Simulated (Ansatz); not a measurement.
# KF: response to biaxial strain in the a-b plane

The task here is to estimate one member of a computed series from the others.

Program: Ansatz 0.2.0. Level of theory: DFT PBE, scalar-relativistic, plane waves, PAW. These are calculated values, not measurements.

2 further runs of the same task are left out: 2 set aside as unsound or not needed.

## The structure to begin with

The structure is cubic, space group Fm-3m (No. 225). The conventional cell has a = 5.421 Å, b = 5.421 Å, c = 5.421 Å, α = 90.00°, β = 90.00°, γ = 90.00°. K (site symmetry m-3m) has 6 F at 2.71 Å as nearest neighbours. F (site symmetry m-3m) has 6 K at 2.71 Å as nearest neighbours.

Coordinates:

```cif
data_structure
_symmetry_space_group_name_H-M 'P 1'
_symmetry_Int_Tables_number 1
_cell_length_a 3.8330
_cell_length_b 3.8330
_cell_length_c 5.4207
_cell_angle_alpha 90.000
_cell_angle_beta 90.000
_cell_angle_gamma 90.000
_cell_volume 79.64
loop_
_atom_site_label
_atom_site_type_symbol
_atom_site_fract_x
_atom_site_fract_y
_atom_site_fract_z
_atom_site_occupancy
K1 K 0.00000 0.00000 0.00000 1
K2 K 0.50000 0.50000 0.50000 1
F1 F 0.50000 0.50000 0.00000 1
F2 F 0.00000 0.00000 0.50000 1
```

It goes back to an entry of the Materials Project.

Set-up of the first run:

The input, input.yaml:

```yaml
crystal:
  lattice:
    - [2.7103322498, 2.7103322498, 0.0]
    - [-2.7103322498, 2.7103322498, 0.0]
    - [0.0, 0.0, 5.4206644997]
  atoms:
    - { symbol: K, position: [0.0, 0.0, 0.0] }
    - { symbol: K, position: [0.5, 0.5, 0.5] }
    - { symbol: F, position: [0.5, 0.5, 0.0] }
    - { symbol: F, position: [0.0, 0.0, 0.5] }
basis:
  ecutwfc: 420
kpoints:
  mp_grid: { grid: [6, 6, 4] }
hamiltonian:
  xc: pbe
scf:
  occupations: { method: gaussian, width: 0.02 }
output:
  forces: true
  stress: true
  eigenvalues: true
```

Steps of the session up to this table: The unstrained reference; Seeking the band edges; At -1.5 %; Band edges over the zone at -1.5 %; The cell strained by +1.5 %; Seeking the band edges at +1.5 %; The cell strained by -3.0 %; Seeking the band edges at -3.0 %; At +3.0 %; The gap over the whole zone at +3.0 %; At -4.5 %; Band edges over the zone at -4.5 %; The cell strained by +4.5 %; The gap over the whole zone at +4.5 %.

One table of the session follows, with a row left open; its other results are not shown here.

It belongs to the step «Energy, stress and gap against strain». Lengths are those of the vectors of the cell that was run; stresses in GPa:

```
strain (%)  ΔE (meV/atom)  a (Å)  b (Å)  c (Å)  gap (eV)
      -4.5           20.6  3.661  3.661  5.553      6.25
      -3.0            8.5  3.718  3.718  5.507      6.16
      -1.5            2.0  3.775  3.775  5.462      6.06
      +0.0            0.0  3.833  3.833  5.421      5.96
      +1.5              ?      ?      ?      ?         ?
      +3.0            6.4  3.948  3.948  5.348      5.70
      +4.5           13.6  4.005  4.005  5.315      5.58
```

Q: Estimate the row for strain (%) = +1.5 from the others.

Worked estimate for «ΔE (meV/atom)». A straight line through the neighbours (0.0, 0.0) and (3.0, 6.4) gives 0.0 + (6.4 − 0.0) × (1.5 − 0.0) / (3.0 − 0.0) = 3.2; a parabola fitted to 4 rows on both sides gives 1.7.

As computed: ΔE (meV/atom): 1.8; a (Å): 3.890; b (Å): 3.890; c (Å): 5.382; gap (eV): 5.83. In «ΔE (meV/atom)» the line misses by +1.4 and the parabola by -0.1.

ΔE is over the unstrained cell. Stress in GPa, positive in compression, on the Cartesian axes of the input. Gaps are Kohn-Sham gaps over the whole zone.

To keep in mind: The gap runs from 6.25 eV at -4.5 % through 5.96 to 5.58 eV at +4.5 %.
